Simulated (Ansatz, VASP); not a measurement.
**Two plane-wave programs on SrTiO3**

```
Sr Ti O
1.0
    -2.77763    2.77763    3.94650
     2.77763   -2.77763    3.94650
     2.77763    2.77763   -3.94650
Sr Ti O
2 2 6
Cartesian
  0.0000 2.7776 1.9732
  2.7776 0.0000 1.9732
  0.0000 0.0000 0.0000
  0.0000 0.0000 3.9465
  0.0000 0.0000 1.9732
  0.0000 0.0000 5.9197
  -1.2672 1.5105 3.9465
  4.0448 1.2672 0.0000
  1.2672 1.5105 0.0000
  1.5105 1.2672 3.9465
```

Alike in both runs: functional PBE; k mesh 6 × 6 × 6; no spin polarisation.

Ansatz relaxed the structure, and its values are those at the end. VASP's run is a single point on that final structure, the one shown.

|  | VASP | Ansatz |
| --- | --- | --- |
| version | VASP 6.6.1 | Ansatz 0.2.0 |
| potentials or method | VASP PAW PBE potentials, release 64 (Sr_sv, Ti_sv, O) | scalar-relativistic, plane waves, PAW |
| plane-wave cutoff (eV) | 520 | 560 |
| occupations | gaussian, width 0.01 eV | fixed |
| valence electrons in the cell | 80 | 80 |

```tsv
	VASP	Ansatz	Ansatz less VASP
gap on the k mesh at the Fermi level (eV)	1.90	1.93	+0.028
least direct gap on the mesh (eV)	1.90	1.93	+0.029
pressure (GPa)	0.6	0.0	-0.62
```

A k mesh can miss the band edges.
